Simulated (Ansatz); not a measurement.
Relaxed Sb2Te3 (Bi2Te3 type, space group R-3m):

```yaml
crystal:
  lattice:
    - [2.13805, 1.23440, 9.94161]
    - [-2.13805, 1.23440, 9.94161]
    - [0.00000, -2.46881, 9.94161]
  atoms:
    - { symbol: Sb, position: [0.39906, 0.39906, 0.39906] }
    - { symbol: Sb, position: [0.60094, 0.60094, 0.60094] }
    - { symbol: Te, position: [0.00000, 0.00000, 0.00000] }
    - { symbol: Te, position: [0.21017, 0.21017, 0.21017] }
    - { symbol: Te, position: [0.78983, 0.78983, 0.78983] }
```

In this cell atom 5 (Te, nearest neighbour Sb at 3.005 Å; its periodic images, 4.3 Å or more away, move with it) is moved by s towards the nearest neighbour, unit vector (-0.711, 0.411, -0.570); all other atoms and the cell stay fixed.

The numbers are results of PBE-D3(BJ) (plane waves to 420 eV, PAW, scalar-relativistic; Ansatz, a program for electronic structure), not measurements. k mesh 7×7×7 (Γ-centred), Fermi-Dirac smearing 0.05 eV. The energy includes the smearing's −TS. As the smearing reaches across the gap at some points, energies and forces of such displacements shift with the k mesh and the smearing. Sb2Te3 was relaxed with its symmetry unable to fall. Spin-orbit coupling is left out, though Sb and Te are heavy. ΔE is measured from the undisplaced structure. The last digit holds for this mesh only.

| s (Å) | ΔE (meV/cell) |
|---|---|
| -0.600 | 477.3 |
| -0.480 | 328.0 |
| -0.360 | 201.0 |
| -0.240 | 97.7 |
| -0.120 | 26.8 |
| 0.000 | 0.0 |
| 0.120 | 32.2 |
| 0.240 | 142.8 |
| 0.360 | 359.0 |
| 0.480 | 723.7 |
| 0.600 | withheld |

Task: Fit a polynomial form (powers 2, 3, 4) to the given rows and predict ΔE at s = 0.600.

Result: Least squares on the 10 given rows: ΔE = (2047)·s² + (1783)·s³ + (978.8)·s⁴, in meV/cell with s in Å; root-mean-square residual 2.55 meV/cell. At 0.600 the fit gives 1248.9 meV/cell; the calculation gives 1306.8 meV/cell, so the extrapolation is off by -57.9 (-4.4 %). The quadratic term alone would give 736.9 meV/cell.

(A displaced cell: forces are minus the slopes of the energy, force constants its curvatures, and phonons follow from these.)
